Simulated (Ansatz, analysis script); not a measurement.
# Free-standing square Cr monolayer, spacing 3.072 Å: E(q) by the generalised Bloch theorem

Aim: the energy of a free-standing square Cr monolayer, spacing 3.072 Å as its moments wind into spirals of wavevector q.

Method: PBEsol, PAW set soft_1 (files made for PBE), in Ansatz 0.2.0.

This is a report of a sequence of runs, with most program output left out.

### 1. The starting structure

The cell holds 1 atom: 1 Cr. Cell: a = 3.072 Å, b = 3.072 Å, c = 14.000 Å, α = 90.0°, β = 90.0°, γ = 90.0°. An idealised lattice of chosen spacing, in vacuum. Vacuum lies along c.

### 2. The collinear state

First a free collinear run, to see which state the typed moments lead to.

File input.yaml:

```yaml
crystal:
  lattice:
    - [3.072, 0.0, 0.0]
    - [0.0, 3.072, 0.0]
    - [0.0, 0.0, 14.0]
  atoms:
    - { symbol: Cr, position: [0.0, 0.0, 0.5], spin: 2.5 }
magnetization:
  spin_polarized: true
kpoints:
  mp_grid: { grid: [7, 7, 1] }
hamiltonian:
  xc: pbesol
  pseudopotentials: { kind: paw, azcp: { folder: soft_1 }, xc_functional: pbe }
scf:
  occupations: { method: fermi_dirac, width: 0.1 }
  max_iter: 120
  convergence: { dr2_threshold: 1.0e-08 }
  lower_state_search: "off"
```

Run with:

```bash
ansatz run input.yaml --threads 4 --pin off --max-ram 8192MiB --backend cpu --events-out ev --progress --plain --runs-dir out
```

It took 0.97 s on 4 threads of Arm Neoverse V1, shared host; peak memory 0.32 GiB.

Spin moment in the atom's sphere by atom:

| atom | spin moment in the atom's sphere (μB) |
| --- | --- |
| Cr1 | 4.40 |

The run ends ferromagnetic, with a net moment of 5.09 μB a cell. With one Cr atom carrying the moment, parallel order of its images is forced by the cell, not found.

### 3. Mesh refined

Levels at the Fermi energy are partly filled, so moments and energy differences can hang on the k-mesh, and the state is solved again on a denser one.

input.yaml, the sections that differ from step 2:

```yaml
crystal:
  lattice:
    - [3.072, 0.0, 0.0]
    - [0.0, 3.072, 0.0]
    - [0.0, 0.0, 14.0]
  atoms:
    - { symbol: Cr, position: [0.0, 0.0, 0.5], spin: 4.4 }
kpoints:
  mp_grid: { grid: [18, 18, 1] }
basis:
  ecutwfc: 420.0
checkpoint:
  read: start
  write: ck
  compress: false
  write_wavefunctions: false
  write_every: 100000
# magnetization, hamiltonian, scf: as in step 2
```

Wall time 2.9 s (4 threads); peak memory 0.47 GiB.

Spin moment in the atom's sphere by atom:

```
atom  spin moment in the atom's sphere (μB)
 Cr1                                   4.39
```

The run ends ferromagnetic, with a net moment of 5.05 μB a cell, against 5.09 μB on the first mesh.

Each spiral starts from these moments, tilted 90° from the rotation axis z (a flat spiral); sizes are free, while the program holds flat spirals in their plane. Spin–orbit coupling is switched off, so the energy does not depend on how the axis lies in the crystal. The folder named start holds the saved collinear state, from which each run begins.

The runs on spinors take the mesh 20×20×1.

### 4. q = (0, 0, 0)

The reference is the same input at q = 0, so that basis and exchange-correlation form match those at other q. Every q is chosen so that q/2 is a mesh vector: every spiral then samples the k-points of q = 0, and much mesh noise cancels.

input.yaml, the sections that differ from step 3:

```yaml
crystal:
  lattice:
    - [3.072, 0.0, 0.0]
    - [0.0, 3.072, 0.0]
    - [0.0, 0.0, 14.0]
  atoms:
    - { symbol: Cr, position: [0.0, 0.0, 0.5], spin: 4.39, spin_axis: [1.0, 0.0, 0.0] }
kpoints:
  mp_grid: { grid: [20, 20, 1] }
hamiltonian:
  xc: pbesol
  noncollinear_xc: spin_density_matrix_gradient
  pseudopotentials: { kind: paw, azcp: { folder: soft_1 }, xc_functional: pbe }
magnetization:
  noncollinear: true
  spin_spiral: { q: [0.0, 0.0, 0.0] }
checkpoint:
  read: start
# scf, basis: as in step 3
```

Run with:

```bash
ansatz run input.yaml --threads 1 --pin off --max-ram 2048MiB --backend cpu --events-out ev --progress --plain --runs-dir out
```

The job ended after 36 s (1 thread; peak memory 0.66 GiB).

The largest moment is 4.39 μB, against 4.39 μB in the collinear run.

### 5. q = (0, 0.2, 0)

Only q changes. The cell stays that of the crystal, since the generalised Bloch theorem carries the rotation from cell to cell.

input.yaml, as its differences from that of step 4:

```diff
@@ -22,3 +22,3 @@
   noncollinear: true
-  spin_spiral: { q: [0.0, 0.0, 0.0] }
+  spin_spiral: { q: [0.0, 0.2, 0.0] }
 checkpoint:
```

Elapsed: 90 s, on 1 thread; peak memory 0.92 GiB.

The energy of the cell lies 53.1 meV below that at q = 0, and the largest moment is 4.36 μB against 4.39 μB.

### 6. q = (0, 0.5, 0)

input.yaml, as its differences from that of step 5:

```diff
@@ -22,3 +22,3 @@
   noncollinear: true
-  spin_spiral: { q: [0.0, 0.2, 0.0] }
+  spin_spiral: { q: [0.0, 0.5, 0.0] }
 checkpoint:
```

Run time: 77 s. Hardware: 1 thread; peak memory 0.94 GiB.

The energy of the cell lies 188 meV below that at q = 0, and the largest moment is 4.32 μB against 4.39 μB.

### 7. q = (0.2, 0.5, 0)

input.yaml, as its differences from that of step 6:

```diff
@@ -22,3 +22,3 @@
   noncollinear: true
-  spin_spiral: { q: [0.0, 0.5, 0.0] }
+  spin_spiral: { q: [0.2, 0.5, 0.0] }
 checkpoint:
```

Run time: 2.1 min. Hardware: 1 thread; peak memory 1.3 GiB.

The energy of the cell lies 200 meV below that at q = 0, and the largest moment is 4.28 μB against 4.39 μB.

### 8. q = (0.5, 0.5, 0)

input.yaml, as its differences from that of step 7:

```diff
@@ -22,3 +22,3 @@
   noncollinear: true
-  spin_spiral: { q: [0.2, 0.5, 0.0] }
+  spin_spiral: { q: [0.5, 0.5, 0.0] }
 checkpoint:
```

It took 71 s on 1 thread; peak memory 0.91 GiB.

The energy of the cell lies 210 meV below that at q = 0, and the largest moment is 4.19 μB against 4.39 μB.

The other 2 runs of this kind were made alike; their results stand in the table below.

### 9. E(q)

```csv
q (reciprocal lattice),path length (1/Å),E(q) − E(0) (meV a magnetic atom),|m| Cr no. 1 (μB)
"(0, 0, 0)",0.000,0.00,4.39
"(0, 0.2, 0)",0.409,-53.11,4.36
"(0, 0.5, 0)",1.023,-187.79,4.32
"(0.2, 0.5, 0)",1.432,-199.63,4.28
"(0.5, 0.5, 0)",2.045,-210.46,4.19
"(0.3, 0.3, 0)",2.624,-156.22,4.27
"(0.2, 0.2, 0)",2.913,-93.91,4.33
"(0, 0, 0)",3.492,0.00,4.39
```

### 10. Results

```json
{
 "lowest point of the path": "q = (0.5, 0.5, 0), -210 meV a magnetic atom from q = 0",
 "highest point": "0 meV a magnetic atom"
}
```

In words: The state at q = (0.5, 0.5, 0) lies 210 meV a magnetic atom below the ferromagnetic start, so that start is not the lowest state; a flat spiral with q made of halves, on one magnetic atom a cell, is a collinear order of a doubled cell. The moments change by at most 5 % from their size at q = 0, so they are nearly rigid. No spin model is given, since a fit of a few shells misses single points by over 4 % of their range. The 7 spiral runs took 9.4 min of wall time, added up. Energies are free energies at a smearing of 0.1 eV, and with partly filled levels differences shift, at times strongly, as the smearing goes to zero. The cell was taken as built, with atoms unrelaxed. In doubt: the program's search for lower states was switched off, so a lower magnetic state than those reached may exist.

[Logs and program files are shortened in this print: banners, set-up blocks, solver, clock and traceback lines can be left out without a mark of their own.]

[Logs are printed without paths, hosts, clocks, repeated set-up lines and the standing remarks that a program may print on its own settings, such as how far it seeks lower states.]

[Hosts, paths, dates, database ids (printed as entryN), source tags and the programs' standing remarks are cut or masked in the printed files.]
